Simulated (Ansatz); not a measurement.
# CsBr: how the settings move a single-point run

Aim: see which settings change the result for CsBr, by how much, and at what cost.

Method: reference: DFT, PBE, plane waves, PAW, in Ansatz 0.2.0.

3 further runs of the same task are left out: 3 that didn't finish.

## Step 1: The system as given

It takes space group Pm-3m (No. 221, cubic). Conventional cell: a = 4.319 Å, b = 4.319 Å, c = 4.319 Å, α = 90.00°, β = 90.00°, γ = 90.00°. Cs (site symmetry m-3m) is surrounded by 8 Br at 3.74 Å. Br (site symmetry m-3m) is surrounded by 8 Cs at 3.74 Å.

As a file:

```cif
data_structure
_symmetry_space_group_name_H-M 'P 1'
_symmetry_Int_Tables_number 1
_cell_length_a 4.3194
_cell_length_b 4.3194
_cell_length_c 4.3194
_cell_angle_alpha 90.000
_cell_angle_beta 90.000
_cell_angle_gamma 90.000
_cell_volume 80.59
loop_
_atom_site_label
_atom_site_type_symbol
_atom_site_fract_x
_atom_site_fract_y
_atom_site_fract_z
_atom_site_occupancy
Cs1 Cs 0.00000 0.00000 0.00000 1
Br1 Br 0.50000 0.50000 0.50000 1
```

## Step 2: The reference run

File input.yaml:

```yaml
crystal:
  lattice:
    - [4.31937797, 0.0, 0.0]
    - [0.0, 4.31937797, 0.0]
    - [0.0, 0.0, 4.31937797]
  atoms:
    - { symbol: Cs, position: [0.0, 0.0, 0.0] }
    - { symbol: Br, position: [0.5, 0.5, 0.5] }
kpoints:
  mp_grid: { grid: [4, 4, 4] }
hamiltonian:
  xc: pbe
scf:
  occupations: { method: fixed }
  n_extra_bands: 4
output:
  forces: true
  stress: true
  eigenvalues: true
```

The run is started by

```bash
$ ansatz run input.yaml --threads 4 --pin off --max-ram 3686MiB --backend cpu --events-out ev --progress --plain --runs-dir out
```

## Step 3: Variant: occupations.method gaussian, occupations.width 0.5

Changes to input.yaml since step 2:

```diff
@@ -13,3 +13,3 @@
 scf:
-  occupations: { method: fixed }
+  occupations: { method: gaussian, width: 0.5 }
   n_extra_bands: 4
```

## Step 4: Variant: dispersion d4

Changes to input.yaml since step 2:

```diff
@@ -12,2 +12,3 @@
   xc: pbe
+  dispersion: d4
 scf:
```

## Step 5: Changed: xc mr2scan

Changes to input.yaml since step 2:

```diff
@@ -11,3 +11,3 @@
 hamiltonian:
-  xc: pbe
+  xc: mr2scan
 scf:
```

## Step 6: Variant: exchange pbe, correlation pbe, coeff 0.05, omega 0.3

Changes to input.yaml since step 2:

```diff
@@ -11,3 +11,3 @@
 hamiltonian:
-  xc: pbe
+  xc: { exchange: pbe, correlation: pbe, exx: { coeff: 0.05, omega: 0.3 } }
 scf:
```

## Step 7: Variant: exchange pbe, correlation pbe, coeff 0.75, omega 0.1

Changes to input.yaml since step 2:

```diff
@@ -11,3 +11,3 @@
 hamiltonian:
-  xc: pbe
+  xc: { exchange: pbe, correlation: pbe, exx: { coeff: 0.75, omega: 0.1 } }
 scf:
```

Before running it: what results should come out? Wanted: for each run, ending; energy change; pressure; gap; force.

The runs gave:

```
                                                    run     ending                                     energy change  pressure (GPa)  gap (eV)  force (eV/Å)  cycles    time
                                              reference  converged                                                 0             0.7      4.44          0.00       6  0.37 s
  1: occupations.method gaussian, occupations.width 0.5  converged                                0.0 meV/atom (σ→0)             0.7      4.44          0.00       6  0.37 s
                                       2: dispersion d4  converged  -161.4 meV/atom (offset of the dispersion model)             0.1      4.44          0.00       6  0.38 s
                                          3: xc mr2scan  converged                                    not comparable             0.1      5.20          0.00       6  0.88 s
4: exchange pbe, correlation pbe, coeff 0.05, omega 0.3  converged                                    not comparable             0.6      4.62          0.00       9   7.7 s
5: exchange pbe, correlation pbe, coeff 0.75, omega 0.1  converged                                    not comparable            -0.3      9.13          0.00      17    10 s
```

Residual by cycle in the longest SCF loop of each run; runs are numbered as in the table. The quantity is the density residual dr2, in eV.

```
cycle  reference   run 1   run 2    run 3   run 4   run 5
    1     8.0e-5  5.5e-5  8.0e-5  0.00925  2.2e-4  1.4e-5
    2     3.7e-5  6.2e-5  3.7e-5  0.00192  2.4e-5  7.6e-6
    3     8.4e-6  2.3e-5  8.4e-6   4.1e-5  3.4e-6  6.9e-6
    4     1.1e-6  2.8e-6  1.1e-6   1.6e-6  1.7e-7  1.1e-6
    5     1.7e-7  3.2e-7  1.7e-7   4.5e-8  1.6e-8  5.8e-8
    6     1.0e-8  3.3e-8  1.0e-8   5.2e-9       -  1.3e-8
    7          -       -       -        -       -  1.7e-9
```

What this shows: «occupations.method gaussian, occupations.width 0.5» leaves the energy as it was. Of the variants the dearest is «exchange pbe, correlation pbe, coeff 0.75, omega 0.1» (10 s), the cheapest «occupations.method gaussian, occupations.width 0.5» (0.37 s), on a shared host. The gap of the reference lacks spin-orbit coupling, though the cell holds Cs.
